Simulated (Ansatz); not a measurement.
V:

```
V
1.0
    -1.51435    1.51435    1.51435
     1.51435   -1.51435    1.51435
     1.51435    1.51435   -1.51435
V
1
Direct
  0.00000 0.00000 0.00000
```

| Property | Result |
| --- | --- |
| Program | Ansatz 0.2.0 |
| Task | relaxation of cell and atoms |
| Functional | PBE0 |
| Potentials or basis | Ansatz PAW |
| Cutoff | 420 eV (not typed: the program's choice for these potentials) |
| k mesh | 6 × 6 × 6 |
| Occupations | fermi-dirac, width 0.05 eV |
| Spin | collinear spin, ferromagnetic start |
| Starting moments | [2.0] μB |

At the start: volume 13.89 Å³/atom.

Task: Where does the relaxation end?

Result: It ends after 5 steps and the volume is 13.27 Å³/atom (-4.5 %); space group Im-3m (No. 229, to 0.05 Å); moment 0.78 μB per cell.

Step by step:
```
step  energy change (eV)  largest force (eV/Å)  volume (Å³)
   1              0.0000                0.0000        13.89
   2             -0.0167                0.0000        13.11
   3             -0.0178                0.0000        13.28
   4             -0.0178                0.0000        13.27
   5             -0.0172                0.0000        13.27
```

Final structure:
```cif
data_structure
_symmetry_space_group_name_H-M 'P 1'
_symmetry_Int_Tables_number 1
_cell_length_a 2.5833
_cell_length_b 2.5833
_cell_length_c 2.5833
_cell_angle_alpha 109.471
_cell_angle_beta 109.471
_cell_angle_gamma 109.471
_cell_volume 13.27
loop_
_atom_site_label
_atom_site_type_symbol
_atom_site_fract_x
_atom_site_fract_y
_atom_site_fract_z
_atom_site_occupancy
V1 V 0.00000 0.00000 0.00000 1
```

Caveat: the k mesh is coarse (spacing up to 0.49 Å⁻¹), so the values aren't converged, least of all with exact exchange; the magnetic or orbital state may not be the lowest; the plane-wave basis is chosen anew once the cell has moved, so the energies of steps on either side of that aren't comparable; the PAW data sets come from PBE, with cores solved anew for the run's functional, which leaves a small shift of forces and pressure.
